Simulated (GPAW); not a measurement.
Consider BaS (Fm-3m).

```xyz
2
Lattice="0.0000 3.1938 3.1938 3.1938 0.0000 3.1938 3.1938 3.1938 0.0000" Properties=species:S:1:pos:R:3 pbc="T T T"
Ba    0.0000    0.0000    0.0000
S     3.1938    3.1938    3.1938
```

Absorber: atom 2, with 6 Ba at 3.19 Å (octahedral, site symmetry m-3m). Method: GPAW, PBE, full core hole (charged cell), 8-atom cell with 6.4 Å between holes, 4×4×4 k points, dipole transitions, Gaussian full width 0.9 eV up to 4 eV, rising linearly to 3.5 eV at 25 eV.

Predict the near-edge structure at the S K edge.

Main maxima up to 24 eV above the zero (height): 3.2 eV (2.16), 5.3 eV (1.69), 11.3 eV (1.18), 15.6 eV (1.17) and 20.8 eV (1.22). A K edge sees empty p states on the absorber. The total-energy difference plus the lowest empty eigenvalue puts the zero at 2482.45 eV. One term is added: -16.94 eV, since the hole is spin-paired here and a spin-polarised one costs that much less in the free atom (computed apart). The photon energy is then 2465.51 eV. The functional and the charged cell's background leave an error of a few eV in such absolute values.

The S K spectrum (energy from the lowest empty level; intensity scaled to a mean of 1 over the first 20 eV):

```tsv
E (eV)	intensity
-2.00	0.00
-1.25	0.00
-0.50	0.00
0.25	0.06
1.00	0.29
1.75	0.62
2.50	1.73
3.25	2.15
4.00	1.12
4.75	1.18
5.50	1.62
6.25	1.08
7.00	0.80
7.75	0.67
8.50	0.70
9.25	0.75
10.00	0.85
10.75	1.09
11.50	1.17
12.25	0.99
13.00	0.85
13.75	0.89
14.50	1.06
15.25	1.16
16.00	1.16
16.75	1.07
17.50	0.92
18.25	0.84
19.00	0.91
19.75	1.08
20.50	1.21
21.25	1.20
22.00	1.06
22.75	0.90
23.50	0.77
24.25	0.70
25.00	0.69
25.75	0.76
26.50	0.88
27.25	0.97
28.00	1.01
28.75	0.97
29.50	0.93
30.25	0.92
```

The holes are only 6.4 Å apart, so the shape is probably not converged with cell size; no larger cell was run here. The mesh is coarse (0.25 Å⁻¹ between points), so small maxima may be mesh ripples. Lifetime broadening is put in by hand, and intensities beyond about 20 eV depend on it and on the partial waves. The structure is a published determination, not relaxed.

[Banner, clock and machine lines of the logs are left out without a mark of their own.]

[Logs are printed without paths, hosts, clocks, repeated set-up lines and the standing remarks that a program may print on its own settings, such as how far it seeks lower states.]

[Hosts, paths, dates, database ids (printed as entryN), source tags and the programs' standing remarks are cut or masked in the printed files.]

[Lists of maxima count a maximum above −3 eV only where it reaches 4 % of the highest in the window and stands out from its surroundings by 2 % of it (1.5 % where it reaches 55 %); shoulders and weaker maxima are passed over, and of the rest the first, up to two pre-edge ones and the few strongest are named.]
